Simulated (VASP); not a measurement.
Here is a VASP 6.6.1 calculation.

File POSCAR:

```
AgBr
1.0
    0.0000000000      2.8701500000      2.8701500000
    2.8701500000      0.0000000000      2.8701500000
    2.8701500000      2.8701500000      0.0000000000
Ag Br
1 1
Direct
    0.0000000000      0.0000000000      0.0000000000
    0.5000000000      0.5000000000      0.5000000000
```

File INCAR.step1:

```
SYSTEM = AgBr
  PREC = Accurate
  ENCUT = 500
  EDIFF = 1E-8
  ISMEAR = 0
  SIGMA = 0.01
  LREAL = .FALSE.
  LASPH = .TRUE.
  NELM = 100
  ALGO = Normal
  LWAVE = .TRUE.
  LCHARG = .FALSE.
  GGA = PE
  KPAR = 4
```

INCAR.step2

```
SYSTEM = AgBr
  PREC = Accurate
  ENCUT = 500
  EDIFF = 1E-8
  ISMEAR = 0
  SIGMA = 0.01
  LREAL = .FALSE.
  LASPH = .TRUE.
  NELM = 1
  ALGO = Exact
  LWAVE = .TRUE.
  LCHARG = .FALSE.
  GGA = PE
  NBANDS = 312
  LOPTICS = .TRUE.
  ISTART = 1
  KPAR = 4
```

Contents of INCAR.step3:

```
SYSTEM = AgBr
  PREC = Accurate
  ENCUT = 500
  EDIFF = 1E-8
  ISMEAR = 0
  SIGMA = 0.01
  LREAL = .FALSE.
  LASPH = .TRUE.
  ALGO = EVGW0
  LWAVE = .FALSE.
  LCHARG = .FALSE.
  GGA = PE
  NELMGW = 1
  NBANDS = 312
  ENCUTGW = 200
  NOMEGA = 50
  PRECFOCK = Fast
  ISTART = 1
  NBANDSGW = 17
  KPAR = 4
```

The input KPOINTS:

```
regular mesh
0
G
  4 4 4
  0 0 0
```

Potentials or basis: VASP PAW PBE potentials, release 64 (Ag_GW, Br_GW).

Command:

```console
$ cat potpaw_PBE.64/Ag_GW/POTCAR potpaw_PBE.64/Br_GW/POTCAR > POTCAR
$ cp INCAR.step1 INCAR
$ mpirun -np 4 vasp_std > vasp.out
$ cp INCAR.step2 INCAR
$ mpirun -np 4 vasp_std > vasp.out
$ cp INCAR.step3 INCAR
$ mpirun -np 4 vasp_std > vasp.out
```

**Question.** Predict the quasiparticle gap.

**Answer.** 1.92 eV.

**Question.** Estimate the least direct quasiparticle gap.

**Answer.** 3.69 eV.

**Question.** Estimate the band gap on the k mesh, mean-field level.

**Answer.** 0.66 eV, indirect (least direct gap 2.58 eV).

Caveat: the k mesh is coarse (spacing up to 0.47 Å⁻¹), so the values aren't converged; bands, screening cutoff and mesh are small and nothing is extrapolated, so the quasiparticle values aren't converged. A k mesh can miss the band edges.
